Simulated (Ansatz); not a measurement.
# GaAs (F-43m): the equilibrium volume

At what volume is GaAs (F-43m) free of pressure?

Method: DFT PBEsol, scalar-relativistic, plane waves, PAW, in Ansatz 0.2.0.

3 further runs of the same task are left out: 3 set aside as unsound or not needed.

## Step 1: The starting structure

It takes space group F-43m (No. 216, cubic). The conventional cell has a = 5.750 Å, b = 5.750 Å, c = 5.750 Å, α = 90.00°, β = 90.00°, γ = 90.00°. Ga (site symmetry -43m) is surrounded by 4 As at 2.49 Å. Around As (site symmetry -43m) lie 4 Ga at 2.49 Å.

Structure file:

```
Ga As
1.0
     0.00000    2.87509    2.87509
     2.87509    0.00000    2.87509
     2.87509    2.87509    0.00000
Ga As
1 1
Direct
  0.00000 0.00000 0.00000
  0.25000 0.25000 0.25000
```

## Step 2: At the starting volume (PBEsol, 6×6×6 mesh)

The input, input.yaml:

```yaml
crystal:
  lattice:
    - [0.0, 2.8750910496, 2.8750910496]
    - [2.8750910496, 0.0, 2.8750910496]
    - [2.8750910496, 2.8750910496, 0.0]
  atoms:
    - { symbol: Ga, position: [0.0, 0.0, 0.0] }
    - { symbol: As, position: [0.25, 0.25, 0.25] }
basis:
  ecutwfc: 420
kpoints:
  mp_grid: { grid: [6, 6, 6] }
hamiltonian:
  xc: pbesol
scf:
  occupations: { method: gaussian, width: 0.1 }
output:
  forces: true
  stress: true
  eigenvalues: true
```

Launch:

```bash
ansatz run input.yaml --threads 8 --pin off --max-ram 16384MiB --backend cpu --events-out ev --progress --plain --runs-dir out
```

The program printed:

```text
Warning: RAYON_NUM_THREADS=8 ignored (pool sized by the plan → 8); use --threads N
Engine: ansatz 0.2.0, aarch64-unknown-linux-gnu
Pseudopotentials: kind: paw
Pseudopotential: Ga, paw, valence charge 13, recommended cutoff 420 eV (normal), Ga.paw.azcp
Pseudopotential: As, paw, valence charge 15, recommended cutoff 420 eV (normal), As.paw.azcp
Functional definition: PBEsol
  exchange = pbesol_x
  correlation = pbesol_c
Crystal: 2 atoms, lattice volume = 47.532 Å³
Basis set: ecut = 420 eV, 941 PW (Γ), exchange–correlation on 60×60×60 points (8 copies of the dense FFT grid, shifted against one another)
Bands: 18, of which v1, the nominal top of the filled ones, is band 14 counted from 1 (13 counted from 0)
Symmetry: 24 space group operations
Space group: F-43m (ITA 216), of the structure as read, at distance tolerance 3.6e-5 Å
k-points: 16 of 216 (time reversal used)
Non-local potential: Ga, projectors of the file, l = 0: 2, l = 1: 2, l = 2: 3, l = 3: 1
Non-local potential: As, projectors of the file, l = 0: 2, l = 1: 2, l = 2: 3, l = 3: 1
PAW form: soft (Blöchl's): semilocal exchange-correlation on the pseudo side does not see the compensation charge
PAW frozen core: Ga, regenerated for the run's functional, and the local potential with it (the file was generated under x = pbe(κ = 0.804, μ = 0.2195149727645171), c = pbe(β = 0.06672455060314922))
PAW frozen core: As, regenerated for the run's functional, and the local potential with it (the file was generated under x = pbe(κ = 0.804, μ = 0.2195149727645171), c = pbe(β = 0.06672455060314922))
PAW one-centre angular grid: Ga, 590 points (default); XC on 64 Gauss nodes
PAW one-centre angular grid: As, 590 points (default); XC on 64 Gauss nodes
Initial density: superposition of atomic densities (neutral atoms: chi_scale 0, normalization atom), corrected by the library's trained network
Initial wavefunctions: pseudopotential atomic-orbital guess
Functional: x = pbesol(κ = 0.804, μ = 0.12345679012345678), c = pbesol(β = 0.046)
SCF iter   1: F=—  HF=-8556.814624 eV  |F-HF|=—  |Δ(HF+E_count)|=         —  Δρ=2.92e-3  dr2=6.83e-3  ethr=1.77e-3  ⟨swp⟩=5.6  Hψ=1328  notcnv=0
preconditioner: auto → none  [insulator: Δε(μ)=0.704 eV  Ē_g=15.161 eV  σ=0.100 eV  W_gap=0.54  n_scr=14 (ndim 8)  ℏωp=22.9 eV  f_vac=0.105  D(μ)=0.15/eV (n_scr^D=0)  ε∞_Penn≈3.3]
SCF iter   2: F=—  HF=-8556.811857 eV  |F-HF|=—  |Δ(HF+E_count)|=   2.77e-3  Δρ=1.04e-3  dr2=5.44e-4  ethr=2.44e-5  ⟨swp⟩=2.3  Hψ=529  notcnv=0
SCF iter   3: F=—  HF=-8556.811885 eV  |F-HF|=—  |Δ(HF+E_count)|=   2.80e-5  Δρ=4.05e-4  dr2=8.62e-5  ethr=1.94e-6  ⟨swp⟩=2.0  Hψ=433  notcnv=0
SCF iter   4: F=—  HF=-8556.811884 eV  |F-HF|=—  |Δ(HF+E_count)|=   1.44e-6  Δρ=1.88e-4  dr2=1.10e-5  ethr=3.08e-7  ⟨swp⟩=2.0  Hψ=433  notcnv=0
SCF iter   5: F=—  HF=-8556.811889 eV  |F-HF|=—  |Δ(HF+E_count)|=   5.24e-6  Δρ=3.66e-5  dr2=3.64e-7  ethr=3.95e-8  ⟨swp⟩=2.0  Hψ=433  notcnv=0
SCF iter   6: F=-8556.811889 eV  HF=-8556.811889 eV  |F-HF|=1.62e-10  |Δ(HF+E_count)|=   3.89e-7  Δρ=2.82e-6  dr2=2.67e-9  ethr=3.57e-10  ⟨swp⟩=5.2  Hψ=1163  notcnv=0
SCF 1 converged in 6 iterations: F = -8556.811889 eV  dr2 = 2.67e-9
SCF converged after 6 iterations
Free energy (F): -8556.811889 eV
Harris-Foulkes:  -8556.811889 eV  (|F-HF|=1.62e-10)
Internal energy: -8556.811140 eV  (E = F + TS)
E sigma→0 (E₀):  -8556.811515 eV
Entropy (-TS):   -0.000749 eV (-0.375 meV/atom)
Fermi energy:    7.456696 eV
--- Per-component energies (eV) ---
  E_band       = -332.149697
  E_kinetic    = 218.138966
  E_local      = -3992.694020  (includes V_loc(G=0)·N_el)
  E_nonlocal   = -242.212246
  E_hartree    = 2001.083197
  E_xc         = -146.502596
  E_vxc        = -136.462260  (∫ρ·V_xc dr)
  E_paw        = -3743.007811  (= ΣΔE_a)
  E_vpaw       = -181.089673  (= ΣTr[D̂ρ^β])
  E_aug_tail   = -0.000107  (compensation charges beyond the density's cutoff)
  E_ewald      = -2653.445930
  E_core_change = 1.829407  (= ΣΔE_core)
  E_smearing   = -0.000749  (= −TS)
  E_closure    = 0.000000  (closes the sum)
  Σ components = -8556.811889   (vs F -8556.811889, Δ=0.00e0)
--- Forces (eV/Å), atoms counted from 1 ---
  atom   1  Ga     0.00000000    -0.00000000    -0.00000000
  atom   2  As    -0.00000000     0.00000000     0.00000000
  max |Σ_I F_I| component: 2.17e-16 eV/Å
--- Stress (GPa, compression-positive) ---
       -2.905629       0.000000      -0.000000
        0.000000      -2.905629       0.000000
       -0.000000       0.000000      -2.905629
  P = ⅓ Tr σ = -2.9056 GPa (-29.056 kbar)
--- Band table (eV; the first three rows and the last of 16) ---
  k-point 0: bands = ["-27.7195", "-27.7195", "-27.7195", "-27.7113", "-27.7113", "-7.3240", "-7.3240", "-7.3240", "-7.2566", "-7.2566", "-5.0118", "7.3879", "7.3879", "7.3879", "7.4574", "11.0660", "11.0660", "11.0660"]
  k-point 1: bands = ["-27.7195", "-27.7194", "-27.7194", "-27.7113", "-27.7113", "-7.3420", "-7.3190", "-7.3190", "-7.2568", "-7.2568", "-4.7138", "4.6559", "7.0332", "7.0332", "8.7577", "11.5825", "11.5825", "11.8481"]
  k-point 2: bands = ["-27.7194", "-27.7190", "-27.7190", "-27.7112", "-27.7112", "-7.3746", "-7.3106", "-7.3106", "-7.2553", "-7.2553", "-3.9492", "2.1489", "6.5191", "6.5191", "8.3868", "11.9993", "11.9993", "14.2813"]
  k-point 15: bands = ["-27.7197", "-27.7186", "-27.7181", "-27.7115", "-27.7108", "-7.4100", "-7.2936", "-7.2858", "-7.2689", "-7.2508", "-2.6803", "0.8987", "4.2311", "4.3732", "10.5675", "10.6895", "14.2267", "14.5473"]
```

It took 0.4 s on 8 threads of Arm Neoverse V2, shared host; peak memory 0.35 GiB.

Result: volume 23.766 Å³/atom, pressure -2.91 GPa, mesh gap 0.07 eV.

## Step 3: Full relaxation

Changes to input.yaml since step 2:

```diff
@@ -11,3 +11,3 @@
 kpoints:
-  mp_grid: { grid: [6, 6, 6] }
+  mp_grid: { grid: [10, 10, 10] }
 hamiltonian:
@@ -15,3 +15,3 @@
 scf:
-  occupations: { method: gaussian, width: 0.1 }
+  occupations: { method: gaussian, width: 0.05 }
 output:
@@ -20 +20,6 @@
   eigenvalues: true
+relax:
+  adjacent_minimum: "off"
+  f_tol: 0.005
+  max_steps: 80
+  cell: { stress_tol: 0.05 }
```

Launch:

```bash
ansatz run input.yaml --threads 8 --pin off --max-ram 16384MiB --backend cpu --events-out ev --progress --plain --runs-dir out
```

The program printed:

```text
Warning: RAYON_NUM_THREADS=8 ignored (pool sized by the plan → 8); use --threads N
[... 7 set-up lines as earlier in the session ...]
Crystal: 2 atoms, lattice volume = 47.532 Å³
Basis set: ecut = 420 eV, 941 PW (Γ), exchange–correlation on 60×60×60 points (8 copies of the dense FFT grid, shifted against one another)
Bands: 18, of which v1, the nominal top of the filled ones, is band 14 counted from 1 (13 counted from 0)
[... 2 set-up lines as earlier in the session ...]
k-points: 47 of 1000 (time reversal used)
[... 10 set-up lines as earlier in the session ...]
SCF iter   1: F=—  HF=-8556.840667 eV  |F-HF|=—  |Δ(HF+E_count)|=         —  Δρ=3.38e-3  dr2=9.09e-3  ethr=1.77e-3  ⟨swp⟩=5.9  Hψ=4083  notcnv=0
preconditioner: auto → none  [insulator: Δε(μ)=0.058 eV  Ē_g=15.163 eV  σ=0.050 eV  W_gap=0.55  n_scr=14 (ndim 8)  ℏωp=22.9 eV  f_vac=0.105  D(μ)=0.05/eV (n_scr^D=0)  ε∞_Penn≈3.3]
SCF iter   2: F=—  HF=-8556.837320 eV  |F-HF|=—  |Δ(HF+E_count)|=   3.35e-3  Δρ=1.20e-3  dr2=7.14e-4  ethr=3.25e-5  ⟨swp⟩=2.2  Hψ=1663  notcnv=0
SCF iter   3: F=—  HF=-8556.837329 eV  |F-HF|=—  |Δ(HF+E_count)|=   8.98e-6  Δρ=4.65e-4  dr2=1.14e-4  ethr=2.55e-6  ⟨swp⟩=2.0  Hψ=1275  notcnv=0
SCF iter   4: F=—  HF=-8556.837338 eV  |F-HF|=—  |Δ(HF+E_count)|=   9.05e-6  Δρ=2.12e-4  dr2=1.34e-5  ethr=4.06e-7  ⟨swp⟩=2.0  Hψ=1270  notcnv=0
SCF iter   5: F=—  HF=-8556.837345 eV  |F-HF|=—  |Δ(HF+E_count)|=   7.20e-6  Δρ=4.20e-5  dr2=4.93e-7  ethr=4.80e-8  ⟨swp⟩=2.0  Hψ=1270  notcnv=0
SCF iter   6: F=-8556.837345 eV  HF=-8556.837345 eV  |F-HF|=9.03e-9  |Δ(HF+E_count)|=   4.88e-7  Δρ=4.76e-6  dr2=7.75e-9  ethr=3.57e-10  ⟨swp⟩=5.3  Hψ=3667  notcnv=0
SCF 1 converged in 6 iterations: F = -8556.837345 eV  dr2 = 7.75e-9
relax step   1: F+E_penalty+E_count = -8556.83734541 eV  Δ(F+E_penalty+E_count) = +0.000e0 eV  max|allowed force component| = 1.203e-16 eV/Å  Δτ_max = 0.0000 Å  P = -2.959 GPa  Ω = 47.532 Å³  (6 SCF iters, dr2 threshold 1.00e-7 eV, accepted)
Crystal: 2 atoms, lattice volume = 45.608 Å³
Basis set: ecut = 420 eV, 893 PW (Γ), exchange–correlation on 60×60×60 points (8 copies of the dense FFT grid, shifted against one another)
Initial density: handed on by an earlier stage of this run
Initial wavefunctions: those handed on with the density
iter 1 solved again at ethr=4.82e-6 eV; its pass at ethr=3.10e-3 eV (dr2=1.35e-3 eV) is discarded
SCF iter   1: F=—  HF=-8556.858948 eV  |F-HF|=—  |Δ(HF+E_count)|=         —  Δρ=1.56e-3  dr2=1.36e-3  ethr=4.82e-6  ⟨swp⟩=1.0  Hψ=4779  notcnv=0
preconditioner: auto → none  [insulator: Δε(μ)=0.373 eV  Ē_g=15.385 eV  σ=0.050 eV  W_gap=1.00  n_scr=14 (ndim 8)  ℏωp=23.3 eV  f_vac=0.066  D(μ)=0.00/eV (n_scr^D=0)  ε∞_Penn≈3.3]
SCF iter   2: F=—  HF=-8556.858805 eV  |F-HF|=—  |Δ(HF+E_count)|=   1.43e-4  Δρ=7.16e-4  dr2=2.29e-4  ethr=4.82e-6  ⟨swp⟩=1.6  Hψ=893  notcnv=0
SCF iter   3: F=—  HF=-8556.858829 eV  |F-HF|=—  |Δ(HF+E_count)|=   2.38e-5  Δρ=1.34e-4  dr2=1.21e-5  ethr=8.16e-7  ⟨swp⟩=3.0  Hψ=1398  notcnv=0
SCF iter   4: F=—  HF=-8556.858825 eV  |F-HF|=—  |Δ(HF+E_count)|=   4.24e-6  Δρ=4.59e-5  dr2=5.25e-7  ethr=4.34e-8  ⟨swp⟩=2.0  Hψ=1504  notcnv=0
SCF iter   5: F=-8556.858825 eV  HF=-8556.858825 eV  |F-HF|=2.18e-7  |Δ(HF+E_count)|=   4.26e-7  Δρ=1.90e-5  dr2=1.14e-7  ethr=7.14e-10  ⟨swp⟩=5.0  Hψ=3753  notcnv=0
SCF 2 converged in 5 iterations: F = -8556.858825 eV  dr2 = 1.14e-7
relax step   2: F+E_penalty+E_count = -8556.85882498 eV  Δ(F+E_penalty+E_count) = -2.148e-2 eV  max|allowed force component| = 3.036e-17 eV/Å  Δτ_max = 0.0000 Å  P = -0.450 GPa  Ω = 45.608 Å³  energy of the carried Pulay correction = +3.464e-4 eV  (5 SCF iters, dr2 threshold 2.00e-7 eV, accepted)
Crystal: 2 atoms, lattice volume = 45.279 Å³
iter 1 solved again at ethr=1.62e-7 eV; its pass at ethr=3.10e-3 eV (dr2=4.53e-5 eV) is discarded
SCF iter   1: F=—  HF=-8556.859308 eV  |F-HF|=—  |Δ(HF+E_count)|=         —  Δρ=2.81e-4  dr2=4.41e-5  ethr=1.62e-7  ⟨swp⟩=2.0  Hψ=4638  notcnv=0
preconditioner: auto → none  [insulator: Δε(μ)=0.426 eV  Ē_g=15.411 eV  σ=0.050 eV  W_gap=1.00  n_scr=14 (ndim 8)  ℏωp=23.4 eV  f_vac=0.072  D(μ)=0.00/eV (n_scr^D=0)  ε∞_Penn≈3.3]
SCF iter   2: F=—  HF=-8556.859305 eV  |F-HF|=—  |Δ(HF+E_count)|=   3.26e-6  Δρ=1.29e-4  dr2=7.61e-6  ethr=1.57e-7  ⟨swp⟩=1.9  Hψ=934  notcnv=0
SCF iter   3: F=—  HF=-8556.859306 eV  |F-HF|=—  |Δ(HF+E_count)|=   1.20e-6  Δρ=2.92e-5  dr2=6.71e-7  ethr=2.72e-8  ⟨swp⟩=2.8  Hψ=1329  notcnv=0
SCF iter   4: F=-8556.859306 eV  HF=-8556.859306 eV  |F-HF|=2.41e-9  |Δ(HF+E_count)|=   2.51e-7  Δρ=9.51e-6  dr2=2.20e-8  ethr=7.14e-10  ⟨swp⟩=5.2  Hψ=3931  notcnv=0
SCF 3 converged in 4 iterations: F = -8556.859306 eV  dr2 = 2.20e-8
relax step   3: F+E_penalty+E_count = -8556.85930568 eV  Δ(F+E_penalty+E_count) = -4.807e-4 eV  max|allowed force component| = 3.065e-17 eV/Å  Δτ_max = 0.0000 Å  P = +0.045 GPa  Ω = 45.279 Å³  energy of the carried Pulay correction = +4.070e-4 eV  (4 SCF iters, dr2 threshold 2.00e-7 eV, accepted)
Basis set: ecut = 420 eV, 893 PW (Γ), exchange–correlation on 54×54×54 points (8 copies of the dense FFT grid, shifted against one another)
Initial wavefunctions: pseudopotential atomic-orbital guess (no wavefunctions were taken with the density)
iter 1 solved again at ethr=2.44e-7 eV; its pass at ethr=3.10e-3 eV (dr2=6.84e-5 eV) is discarded
SCF iter   1: F=—  HF=-8556.858910 eV  |F-HF|=—  |Δ(HF+E_count)|=         —  Δρ=4.05e-5  dr2=2.66e-7  ethr=2.44e-7  ⟨swp⟩=2.7  Hψ=5882  notcnv=0
preconditioner: auto → none  [insulator: Δε(μ)=0.426 eV  Ē_g=15.410 eV  σ=0.050 eV  W_gap=1.00  n_scr=14 (ndim 8)  ℏωp=23.4 eV  f_vac=0.071  D(μ)=0.00/eV (n_scr^D=0)  ε∞_Penn≈3.3]
SCF iter   2: F=—  HF=-8556.858911 eV  |F-HF|=—  |Δ(HF+E_count)|=   3.93e-7  Δρ=3.84e-5  dr2=3.06e-7  ethr=9.50e-10  ⟨swp⟩=2.0  Hψ=1498  notcnv=0
SCF iter   3: F=—  HF=-8556.858911 eV  |F-HF|=—  |Δ(HF+E_count)|=   3.60e-8  Δρ=6.13e-6  dr2=1.55e-8  ethr=9.50e-10  ⟨swp⟩=2.0  Hψ=1254  notcnv=0
SCF iter   4: F=—  HF=-8556.858911 eV  |F-HF|=—  |Δ(HF+E_count)|=   2.21e-8  Δρ=2.38e-6  dr2=1.95e-9  ethr=5.55e-11  ⟨swp⟩=2.0  Hψ=1269  notcnv=0
SCF iter   5: F=—  HF=-8556.858911 eV  |F-HF|=—  |Δ(HF+E_count)|=  4.58e-10  Δρ=6.16e-7  dr2=1.14e-10  ethr=6.97e-12  ⟨swp⟩=2.0  Hψ=1504  notcnv=0
SCF iter   6: F=-8556.858911 eV  HF=-8556.858911 eV  |F-HF|=1.82e-12  |Δ(HF+E_count)|=  2.18e-11  Δρ=7.61e-8  dr2=1.42e-12  ethr=1.00e-12  ⟨swp⟩=5.0  Hψ=3593  notcnv=0
SCF 4 converged in 6 iterations: F = -8556.858911 eV  dr2 = 1.42e-12
relax step   4: F+E_penalty+E_count = -8556.85891067 eV  Δ(F+E_penalty+E_count) = +3.950e-4 eV  max|allowed force component| = 4.304e-17 eV/Å  Δτ_max = 0.0000 Å  P = +0.044 GPa  Ω = 45.279 Å³  stress off target by 4.39e-2 GPa  SCF on the basis re-selected at this cell (its energy is not comparable with the rows above)  (6 SCF iters)
basis re-selected at this cell: Δ(F+E_penalty+E_count) = +3.950e-4 eV, ΔP = -0.001 GPa vs the last step (what re-selecting the basis moved, of the pressure what is left beyond the Pulay correction that the steps carried, after the strain that the cell walked since its last selection, with what the two solves' SCF thresholds leave and, on support functions, any second-order correction that the steps lacked; it is no measure of the basis error at this ecutwfc). The dense FFT grid was sized anew with the basis: this SCF ran on 27×27×27 points, the steps before it on 30×30×30, so part of this shift can come from that change (see relax.cell in the input reference). This SCF's stress stands 4.39e-2 GPa from its target on what of the cell is left free (relax.cell.stress_tol is 5.00e-2 GPa) and its largest allowed force component is 4.30e-17 eV/Å (relax.f_tol is 5.00e-3 eV/Å): within both
SCF converged after 6 iterations
Free energy (F): -8556.858911 eV
Harris-Foulkes:  -8556.858911 eV  (|F-HF|=1.82e-12)
Internal energy: -8556.858911 eV  (E = F + TS)
E sigma→0 (E₀):  -8556.858911 eV
Fermi energy:    8.235518 eV
--- Per-component energies (eV) ---
  E_band       = -316.960966
  E_kinetic    = 219.361681
  E_local      = -3922.038205  (includes V_loc(G=0)·N_el)
  E_nonlocal   = -242.304858
  E_hartree    = 1972.990522
  E_xc         = -147.232516
  E_vxc        = -137.417388  (∫ρ·V_xc dr)
  E_paw        = -3742.720823  (= ΣΔE_a)
  E_vpaw       = -180.543064  (= ΣTr[D̂ρ^β])
  E_aug_tail   = -0.000137  (compensation charges beyond the density's cutoff)
  E_ewald      = -2696.743980
  E_core_change = 1.829407  (= ΣΔE_core)
  E_smearing   = -0.000000  (= −TS)
  E_closure    = -0.000000  (closes the sum)
  Σ components = -8556.858911   (vs F -8556.858911, Δ=0.00e0)
--- Forces (eV/Å), atoms counted from 1 ---
  atom   1  Ga    -0.00000000    -0.00000000    -0.00000000
  atom   2  As    -0.00000000     0.00000000     0.00000000
  max |Σ_I F_I| component: 8.51e-17 eV/Å
--- Stress (GPa, compression-positive) ---
        0.043857       0.000000       0.000000
        0.000000       0.043857       0.000000
        0.000000       0.000000       0.043857
  P = ⅓ Tr σ = 0.0439 GPa (0.439 kbar)
--- Band table (eV; the first three rows and the last of 47) ---
  k-point 0: bands = ["-27.1477", "-27.1477", "-27.1477", "-27.1378", "-27.1378", "-6.7595", "-6.7595", "-6.7595", "-6.6807", "-6.6807", "-4.7170", "8.0196", "8.0196", "8.0196", "8.4452", "11.7199", "11.7199", "11.7199"]
  k-point 1: bands = ["-27.1477", "-27.1477", "-27.1477", "-27.1378", "-27.1378", "-6.7686", "-6.7572", "-6.7572", "-6.6808", "-6.6808", "-4.5993", "6.4800", "7.8602", "7.8602", "9.4340", "11.9540", "11.9559", "11.9559"]
  k-point 2: bands = ["-27.1477", "-27.1474", "-27.1474", "-27.1378", "-27.1378", "-6.7907", "-6.7514", "-6.7514", "-6.6808", "-6.6808", "-4.2615", "4.6982", "7.5170", "7.5170", "9.5346", "12.4151", "12.4151", "13.1002"]
  k-point 46: bands = ["-27.1477", "-27.1468", "-27.1459", "-27.1380", "-27.1372", "-6.8610", "-6.7262", "-6.7150", "-6.6932", "-6.6758", "-2.1629", "1.3623", "4.5353", "4.7079", "11.8500", "12.0093", "14.2515", "14.6389"]
--- Relaxed structure (3 steps of the walk, 3 accepted, 1 SCFs on fresh bases) ---
  F+E_penalty+E_count = -8556.85891067 eV   max|allowed force component| = 4.304e-17 eV/Å   (the final SCF, on the basis selected at the relaxed cell)
  cell:  # Å, volume = 45.2790 Å³
    - [1.0445512667435958e-33, 2.8289295164321326, 2.8289295164321326]
    - [2.8289295164321326, 8.764039896580414e-33, 2.8289295164321326]
    - [2.8289295164321326, 2.8289295164321326, 5.120848893060067e-33]
  atoms:
    - { symbol: Ga, position: [-1.1583124863586213e-33, 1.5211573616034909e-33, 7.787209245639889e-34] }
    - { symbol: As, position: [0.24999999999999997, 0.24999999999999997, 0.24999999999999997] }
```

Wall time 2.5 s (8 threads of Arm Neoverse V2, shared host); peak memory 0.43 GiB.

How the relaxation went:

| step | energy from step 1 (meV/atom) | largest force component (eV/Å) | pressure (GPa) | volume (Å³/atom) |
| --- | --- | --- | --- | --- |
| 1 | 0.0 | 0.000 | -2.96 | 23.766 |
| 2 | -10.7 | 0.000 | -0.45 | 22.804 |
| 3 | -11.0 | 0.000 | 0.05 | 22.639 |
| 4 | -10.8 | 0.000 | 0.04 | 22.639 |

Step 1 is the start. Step 4 repeats the geometry before it on a plane-wave basis chosen anew for the final cell, which shifts the energy by +0.2 meV/atom.

Result: volume 22.639 Å³/atom, pressure 0.04 GPa, mesh gap 0.43 eV.

## Step 4: The cell, before and after

The cell before and after:

| cell as typed | before | after | change |
| --- | --- | --- | --- |
| a (Å) | 4.066 | 4.001 | -1.6 % |
| b (Å) | 4.066 | 4.001 | -1.6 % |
| c (Å) | 4.066 | 4.001 | -1.6 % |
| volume (Å³/atom) | 23.766 | 22.639 | -4.7 % |
| shortest distance (Å) | 2.490 | 2.450 | -1.6 % |
| space group | F-43m | F-43m | same |

## Step 5: Summary of results

| quantity | value |
| --- | --- |
| volume | 22.639 Å³/atom |
| pressure | 0.04 GPa |
| conventional cell | a = 5.658 Å, b = 5.658 Å, c = 5.658 Å, α = 90.00°, β = 90.00°, γ = 90.00° |
| gap on the mesh | 0.43 eV |

What this shows: Over the 2 runs shown the cell moved from 23.77 to 22.64 Å³/atom, a change of -4.7 %, where the pressure is zero within 0.04 GPa.

The gaps are Kohn-Sham values of a semilocal functional, not quasiparticle or optical gaps. Such gaps usually fall short of the measured ones.
